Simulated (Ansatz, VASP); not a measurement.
# Al4Pt: VASP beside Ansatz

```
CELL_PARAMETERS angstrom
-2.90445 2.90445 2.90445
2.90445 -2.90445 2.90445
2.90445 2.90445 -2.90445
ATOMIC_POSITIONS crystal
Al 0.50000 0.50000 0.50000
Al 0.50000 0.00000 0.00000
Al 0.00000 0.00000 0.50000
Al 0.00000 0.50000 0.00000
Pt 0.00000 0.00000 0.00000
```

Change from the starting cell: species swapped into the Hg4Pt type (Im-3m, No. 229).

Alike in both runs: functional PBE; k mesh 4 × 4 × 4; occupations gaussian, width 0.1 eV; no spin polarisation.

Ansatz relaxed the structure, and its values are those at the end. VASP's run is a single point on that final structure, the one shown.

|  | VASP | Ansatz |
| --- | --- | --- |
| version | VASP 6.6.1 | Ansatz 0.2.0 |
| potentials or method | VASP PAW PBE potentials, release 64 (Al, Pt) | scalar-relativistic, plane waves, PAW |
| plane-wave cutoff (eV) | 520 | 420 |
| valence electrons in the cell | 22 | 30 |

Ansatz gave:

* gap on the k mesh at the Fermi level (eV): none
* pressure (GPa): 0.0

Problem. Estimate VASP's values.

Solution. gap on the k mesh at the Fermi level (eV): none; pressure (GPa): -0.1.

A gap of «none» marks a metal or a gap that the smearing closes. The two sets of potentials don't hold the same shells in valence.

Caveats: the k mesh is coarse (spacing up to 0.38 Å⁻¹), so the values aren't converged. The runs have no spin-orbit coupling, so splittings on Pt are missing.
